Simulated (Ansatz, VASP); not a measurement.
## Two plane-wave programs on SnSe2

```
Sn Se
1.0
     3.83898    0.00000    0.00000
    -1.91949    3.32465    0.00000
     0.00000    0.00000    6.02781
Sn Se
1 2
Direct
  0.00000 0.00000 0.00000
  0.33333 0.66667 0.26450
  0.66667 0.33333 0.73550
```

Alike in both runs: functional PBE; dispersion D3(BJ); k mesh 6 × 6 × 4; occupations gaussian, width 0.1 eV; no spin polarisation.

Ansatz relaxed the structure, and its values are those at the end. VASP's run is a single point on that final structure, the one shown.

|  | VASP | Ansatz |
| --- | --- | --- |
| version | VASP 6.6.1 | Ansatz 0.2.0 |
| potentials or method | VASP PAW PBE potentials, release 64 (Sn_d, Se) | scalar-relativistic, plane waves, PAW |
| plane-wave cutoff (eV) | 520 | 420 |
| valence electrons in the cell | 26 | 46 |

VASP gave:

* gap on the k mesh at the Fermi level (eV): 0.65
* least direct gap on the mesh (eV): 0.84
* pressure (GPa): 0.0
* rms of the force components (eV/Å): 0.001

Question: What did Ansatz give for the same quantities?

Answer: gap on the k mesh at the Fermi level (eV): 0.65; least direct gap on the mesh (eV): 0.85; pressure (GPa): 0.0; rms of the force components (eV/Å): 0.006.

The two sets of potentials don't hold the same shells in valence.

Caveats: spin-orbit coupling is left out, which moves the levels of the heavy elements. A k mesh can miss the band edges.
